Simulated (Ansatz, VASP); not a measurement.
**Hf: VASP beside Ansatz**

INCAR

```
SYSTEM = Hf
PREC     = Accurate       ! precision mode
ENCUT    = 520            ! plane-wave cutoff, eV
EDIFF    = 1E-6           ! SCF threshold, eV
ISMEAR   = -1             ! smearing method
SIGMA    = 0.1            ! smearing width, eV
LREAL    = .False.        ! projectors in reciprocal space
LASPH    = .True.         ! aspherical terms in the spheres
NELM     = 100            ! most SCF steps
ALGO     = Normal         ! electronic algorithm
ISIF     = 2              ! what is computed and relaxed
LWAVE    = .False.        ! write WAVECAR
LCHARG   = .False.        ! write CHGCAR
NBANDS   = 11             ! bands
```

KPOINTS

```
regular mesh
0
Gamma
  15 15 15
  0 0 0
```

File POSCAR:

```
Hf
1.0
    2.1639052835      0.0000000000      0.0000000000
    0.0000000000      2.1639052835      0.0000000000
    0.0000000000      0.0000000000      2.1639052835
Hf
1
Direct
    0.0000000000      0.0000000000      0.0000000000
```

Input for Ansatz:

```yaml
crystal:
  lattice:
    - [2.1639052835, 0.0, 0.0]
    - [0.0, 2.1639052835, 0.0]
    - [0.0, 0.0, 2.1639052835]
  atoms:
    - { symbol: Hf, position: [0.0, 0.0, 0.0] }
kpoints:
  mp_grid: { grid: [15, 15, 15] }
  band_path:
    path:
      - [0.0, 0.0, 0.0]
      - [0.0, 0.5, 0.0]
      - [0.5, 0.5, 0.0]
      - [0.0, 0.0, 0.0]
      - [0.5, 0.5, 0.5]
      - [0.0, 0.5, 0.0]
      - [0.5, 0.5, 0.5]
      - [0.5, 0.5, 0.0]
    npoints: 8
scf:
  occupations: { method: fermi_dirac, width: 0.1 }
hamiltonian:
  xc: lda
  pseudopotentials: { kind: paw }
output:
  forces: true
  stress: true
  eigenvalues: true
  populations: true
  dos: { projected: true, de: 0.2, e_range: [-14, 8] }
```

Change from the starting cell: volume scaled by 0.45, PAW files.

Alike in both runs: task single point; functional LDA; k mesh 15 × 15 × 15; occupations fermi-dirac, width 0.1 eV; no spin polarisation.

|  | VASP | Ansatz |
| --- | --- | --- |
| version | VASP 6.6.1 | Ansatz 0.2.0 |
| potentials or method | VASP PAW LDA potentials, release 64 (Hf_pv) | PAW with Ansatz's default frozen-core files, scalar-relativistic |
| plane-wave cutoff (eV) | 520 | 420 |
| valence electrons in the cell | 10 | 26 |

VASP gave:

| Item | Value |
| --- | --- |
| pressure (GPa) | 348.6 |

Task: Estimate Ansatz's values.

Result: Pressure (GPa): 356.7.

The two sets of potentials don't hold the same shells in valence.

Caveats: the cell as given lies far from equilibrium; so large a pressure means that the cell lies far from this level's equilibrium, or that cutoff or potentials fall short (VASP). The runs have no spin-orbit coupling, so splittings on Hf are missing.
